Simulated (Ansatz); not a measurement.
## Li2Se in Ansatz: convergence with smearing width

Input of the first run (smearing width 0.3 eV); the others differ in this setting and in those tied to it:

Contents of input.yaml:

```yaml
crystal:
  lattice:
    - [0.0, 3.0025, 3.0025]
    - [3.0025, 0.0, 3.0025]
    - [3.0025, 3.0025, 0.0]
  atoms:
    - { symbol: Se, position: [0.0, 0.0, 0.0] }
    - { symbol: Li, position: [0.75, 0.75, 0.75] }
    - { symbol: Li, position: [0.25, 0.25, 0.25] }
hamiltonian:
  xc: pbe
  pseudopotentials: { kind: nc, source: spms }
kpoints:
  mp_grid: { grid: [7, 7, 7] }
scf:
  occupations: { method: gaussian, width: 0.3 }
output:
  forces: true
  stress: true
  eigenvalues: true
```

Potentials or basis: SPMS NC.

Command:

```console
$ ansatz run input.yaml --threads 2 --pin off --max-ram 5632MiB --backend cpu --events-out ev --progress --plain --runs-dir out
```

Hardware: 2 threads of Arm Neoverse V2, with other jobs on the host.

| smearing width | energy less the tightest run, at zero smearing (meV/atom) | SCF cycles | CPU time (s) | peak memory (GiB) |
| --- | --- | --- | --- | --- |
| 0.3 eV | 0.00 | 7 | 2 | 0.3 |
| 0.2 eV | 0.00 | 7 | 1.9 | 0.3 |
| 0.15 eV | 0.00 | 7 | 2 | 0.3 |
| 0.1 eV | 0.00 | 7 | 2 | 0.3 |
| 0.05 eV | 0.00 | 7 | 2 | 0.3 |
| 0.025 eV | 0.00 | 7 | 2 | 0.3 |
| 0.01 eV | 0.00 | 7 | 2 | 0.3 |
| 0.005 eV | 0.00 | 7 | 2 | 0.3 |

Against the tightest run, the energy stays within 1 meV/atom from 0.3 eV on. The tightest run that finished is the yardstick and may itself not be fully converged.

Caveat, for the tightest run too: odd divisions of the mesh miss points on the zone boundary, where band edges often lie, so the gap on the mesh can be too wide.
